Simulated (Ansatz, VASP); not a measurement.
# TaN: VASP beside Ansatz

The input INCAR:

```
PREC     = Accurate       # precision mode
ENCUT    = 520            # plane-wave cutoff, eV
EDIFF    = 1E-6           # SCF threshold, eV
ISMEAR   = 0              # smearing method
SIGMA    = 0.023          # smearing width, eV
LREAL    = F              # projectors in reciprocal space
LASPH    = T              # aspherical terms in the spheres
NELM     = 60             # most SCF steps
ALGO     = Normal         # electronic algorithm
ISIF     = 2              # what is computed and relaxed
LWAVE    = F              # write WAVECAR
LCHARG   = F              # write CHGCAR
GGA      = PE             # functional
NBANDS   = 15             # bands
```

The input KPOINTS:

```
regular mesh
0
Gamma
  10 10 10
```

The input POSCAR:

```
TaN
1.0
    0.0000000000      2.2113230000      2.2113230000
    2.2113230000      0.0000000000      2.2113230000
    2.2113230000      2.2113230000      0.0000000000
Ta N
1 1
Direct
    0.5000000000      0.5000000000      0.5000000000
    0.0000000000      0.0000000000      0.0000000000
```

input.yaml

```yaml
crystal:
  lattice:
    - [0.0, 2.211323, 2.211323]
    - [2.211323, 0.0, 2.211323]
    - [2.211323, 2.211323, 0.0]
  atoms:
    - { symbol: Ta, position: [0.5, 0.5, 0.5] }
    - { symbol: "N", position: [0.0, 0.0, 0.0] }
kpoints:
  mp_grid: { grid: [10, 10, 10] }
scf:
  occupations: { method: gaussian, width: 0.023 }
hamiltonian:
  xc: pbe
  pseudopotentials: { kind: all_electron, lapw: { basis_error: 0.001 } }
output:
  forces: true
  stress: true
  eigenvalues: true
```

The cell comes from a database or a generator and needn't be the stable form of this composition.

Alike in both runs: task single point; functional PBE; k mesh 10 × 10 × 10; occupations gaussian, width 0.023 eV; no spin polarisation.

|  | VASP | Ansatz |
| --- | --- | --- |
| version | VASP 6.6.1 | Ansatz 0.2.0 |
| potentials or method | VASP PAW PBE potentials, release 64 (Ta_pv, N) | all-electron LAPW, scalar-relativistic |
| plane-wave cutoff (eV) | 520 | see its input |

|  | VASP | Ansatz | Ansatz less VASP |
| --- | --- | --- | --- |
| gap on the k mesh at the Fermi level (eV) | none | none | - |
| pressure (GPa) | -0.6 | -1.2 | -0.62 |

A gap of «none» marks a metal or a gap that the smearing closes. Ansatz ran all-electron here, so the differences hold the error of VASP's frozen core and of both bases.

Spin-orbit coupling is left out, which matters for the levels of Ta.
